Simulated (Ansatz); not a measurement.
A series in volume scale on NbN

Results calculated with Ansatz 0.2.0, not measured. Periodic Kohn-Sham DFT of a crystal at fixed atoms, scaled to volume_scale times the given cell; pressure positive in compression, energy less spherical unpolarised free atoms, largest_vzz the field gradient of largest size among the nuclei.

The cell before it is scaled or strained (space group Fm-3m, No. 225):
```
cell vectors (Å)
   0.0000     2.1945     2.1945
   2.1945     0.0000     2.1945
   2.1945     2.1945     0.0000
atoms (fractions of the cell vectors)
Nb  0.50000  0.50000  0.50000
N   0.00000  0.00000  0.00000
```

Settings of every row: method all-electron PAW; functional LDA; relativity scalar; k mesh 13x13x13; filling fermi-dirac; smearing width 0.08 eV; nucleus gaussian.

Atom start moment: 0 on all atoms.

```csv
row,volume scale,V (Å³/atom),pressure (GPa)
1,0.94,9.934,14.84
2,0.9405,9.94,14.62
3,0.96,10.146,6.502
4,0.98,10.357,-0.968
5,0.99,10.463,-4.406
6,1,10.568,?
7,1.01,10.674,-10.739
8,1.02,10.78,-13.653
9,1.04,10.991,-19.018
10,1.06,11.202,-23.819
```

Question: what pressure should row 6 give?

Worked fit of pressure. Take u = (V_r/V)^(2/3) − 1 with V_r = 10.463 Å³ an atom, which is twice the finite (Eulerian) strain; such expansions in the strain, on which the Birch-Murnaghan equation of state is built, carry the rest volume and the bulk modulus. The shown rows have u = 0.03519, 0.03478, 0.02072, 0.00681, 0, -0.01322, -0.0197, -0.03229, -0.04448. Least squares give pressure = −4.4089 + 496.751 × u + 1403.19 × u² + 1014 × u³ GPa; a parabola predicts inner rows, each left out in turn, worse (root mean square 0.021 against 0.012 GPa). The rows lie off it by -0.014, 0.012, 0.007, -0.007, 0.003, -0.006, 0.005, 0.002, -0.002 (root mean square 0.0076 GPa). The pressure vanishes at u = 0.0087, or V = 10.33 Å³ an atom, and there the bulk modulus at fixed shape and fractions is B = −V dP/dV = (2/3)(1 + u) dP/du = 351 GPa. The withheld row has u = -0.00663, so the fit gives −4.4089 + 496.751 × (-0.00663) + 1403.19 × (-0.00663)² + 1014 × (-0.00663)³ = -7.641 GPa.

The calculation gave -7.66 GPa. The fit lies 0.019 GPa (0.049 % of the column's range) above it; its largest miss of a shown row is 0.014 GPa.
